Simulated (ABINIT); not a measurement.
Runs of ABINIT 10.8.3 (patched build) on MgB2. It takes space group P6/mmm (No. 191, hexagonal). Conventional cell: a = 3.085 Å, b = 3.085 Å, c = 3.523 Å, α = 90.00°, β = 90.00°, γ = 120.00°. Mg (site symmetry 6/mmm) is surrounded by 12 B at 2.51 Å. Around B (site symmetry -6m2) lie 3 B at 1.78 Å. 

```csv
task,level,potentials or basis,cell,k mesh,cutoff (eV),cell freedom (optcell),optimiser (ionmov),cutoff smearing ecutsm (Ha),force stop (Ha/bohr),bands in the sums,gap on the mesh (eV),pressure (GPa),relaxed volume (Å³/atom)
relaxation of cell and atoms,LDA,PseudoDojo NC SR LDA v0.4.1 standard,relaxed,8 × 8 × 6,1143,2,2,0.5,2e-05,-,none,0.0,9.20
relaxation of cell and atoms,PBEsol,PseudoDojo NC SR PBEsol v0.4.1 standard,relaxed,8 × 8 × 6,1143,2,2,0.5,2e-05,-,none,0.0,9.49
optical spectrum,PBEsol,PseudoDojo NC SR PBEsol v0.4.1 standard,as given,"12 × 12 × 8, shifted",1034,-,-,-,-,16,-,(b),-
single point,PBE,PseudoDojo NC SR PBE v0.5 standard,as given,8 × 8 × 6,1034,-,-,-,-,-,none,-1.6,-
single point,PBE,Ansatz NC PBE,as given,8 × 8 × 6,1088,-,-,-,-,-,none,-1.0,-
single point,LDA,PseudoDojo NC SR LDA v0.4.1 standard,as given,8 × 8 × 6,1034,-,-,-,-,-,none,-,-
phonons at a zone-boundary q,PBEsol,PseudoDojo NC SR PBEsol v0.4.1 standard,as given,"8 × 8 × 6, shifted",1034,-,-,-,-,-,-,-3.4,-
optical spectrum,PBE,PseudoDojo NC SR PBE v0.5 standard,as given,"12 × 12 × 8, shifted",1034,-,-,-,-,16,-,-1.7,-
optical spectrum,LDA,PseudoDojo NC SR LDA v0.4.1 standard,as given,"12 × 12 × 8, shifted",1088,-,-,-,-,14,-,-7.6,-
single point,PBE,PseudoDojo NC SR PBE v0.4.1 standard,as given,8 × 8 × 6,1088,-,-,-,-,-,none,-1.0,-
single point,PBEsol,PseudoDojo NC SR PBEsol v0.4.1 standard,as given,8 × 8 × 6,1034,-,-,-,-,-,none,(a),-
relaxation of cell and atoms,LDA,JTH PAW LDA v2.0,relaxed,8 × 8 × 6,517,2,2,0.5,2e-05,-,none,0.0,9.20
```

Alike in all rows: no spin polarisation; smearing fermi-dirac 0.05 eV.

Problem. Estimate the missing entries.

Solution. (a) -3.3; (b) -3.5.

Caveats: the intraband (Drude) term is left out (some runs); spectra need much finer meshes, so this one isn't converged (some runs); the mesh is coarse for a metal's response (some runs).

A k mesh can miss the band edges.

A gap of «none» marks a metal or a gap under the smearing width.

Not every run made on this cell is shown here.
